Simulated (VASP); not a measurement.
A calculation with VASP 6.6.1 of Hf (ASE script, structure from a P1 CIF):

Contents of run.py:

```python
from ase.calculators.vasp import Vasp
from ase.dft.bandgap import bandgap
from ase.io import read

atoms = read('Hf.cif')
calc = Vasp(
    directory='calc',
    xc='pbesol',
    pp='PBE',
    setups='materialsproject',
    prec='Accurate',
    encut=520,
    ediff=1e-07,
    ismear=0,
    sigma=0.05,
    lreal=False,
    lasph=True,
    nelm=60,
    algo='Normal',
    isif=2,
    lwave=False,
    lcharg=True,
    lelf=True,
    lvhar=True,
    kpts=[10, 10, 5],
    gamma=True,
    nbands=17,
)
atoms.calc = calc

print('energy (eV):', atoms.get_potential_energy())
print('free energy (eV):', atoms.get_potential_energy(force_consistent=True))
print('forces (eV/A):')
print(atoms.get_forces())
print('stress (eV/A^3, Voigt):', atoms.get_stress())
print('Fermi level (eV):', calc.get_fermi_level())
gap, top, bottom = bandgap(calc)
print('band gap (eV):', gap, 'from (spin, k, band)', top, 'to', bottom)
```

Contents of Hf.cif:

```cif
data_Hf
_cell_length_a 3.19670000
_cell_length_b 3.19670000
_cell_length_c 5.05780000
_cell_angle_alpha 90.00000000
_cell_angle_beta 90.00000000
_cell_angle_gamma 120.00000000
_space_group_name_H-M_alt 'P1'
_space_group_name_Hall 'P 1'
_space_group_IT_number 1
loop_
_space_group_symop_operation_xyz
'x,y,z'
loop_
_atom_site_label
_atom_site_type_symbol
_atom_site_symmetry_multiplicity
_atom_site_Wyckoff_symbol
_atom_site_fract_x
_atom_site_fract_y
_atom_site_fract_z
_atom_site_occupancy
Hf1 Hf 1 a 0.6666666667 0.3333333333 0.7500000000 1
Hf2 Hf 1 a 0.3333333333 0.6666666667 0.2500000000 1
```

Potentials or basis: VASP PAW PBE potentials, release 64 (Hf_pv).

Command:

```bash
$ python run.py
```

Problem. Write the same calculation in another form: native input, structure from a POSCAR.

Solution. As run:

Contents of INCAR:

```
SYSTEM = Hf
PREC = Accurate
ENCUT = 520
EDIFF = 1E-7
ISMEAR = 0
SIGMA = 0.05
LREAL = .FALSE.
LASPH = .TRUE.
NELM = 60
ALGO = Normal
ISIF = 2
LWAVE = .FALSE.
LCHARG = .FALSE.
GGA = PS
NBANDS = 17
```

File KPOINTS:

```
Automatic mesh
0
G
  10 10 5
  0 0 0
```

File POSCAR:

```
Hf
1.0
    3.1967000000      0.0000000000      0.0000000000
   -1.5983500000      2.7684234083      0.0000000000
    0.0000000000      0.0000000000      5.0578000000
Hf
2
Direct
    0.6666666667      0.3333333333      0.7500000000
    0.3333333333      0.6666666667      0.2500000000
```

Potentials or basis: VASP PAW PBE potentials, release 64 (Hf_pv).

The run is started by

```bash
$ cat potpaw_PBE.64/Hf_pv/POTCAR > POTCAR
$ mpirun -np 1 vasp_std > vasp.out
```

Both were run:

|  | ASE script, structure from a P1 CIF | native input, structure from a POSCAR |
| --- | --- | --- |
| Pressure | -4.3 GPa | -4.3 GPa |
| Band gap on the k mesh | none (metal or under the smearing width) | none (metal or under the smearing width) |

Keys that steer only the numerical path or the files written may differ.

Caveat: the PAW data sets were made with another functional, which shifts forces and pressure a little.
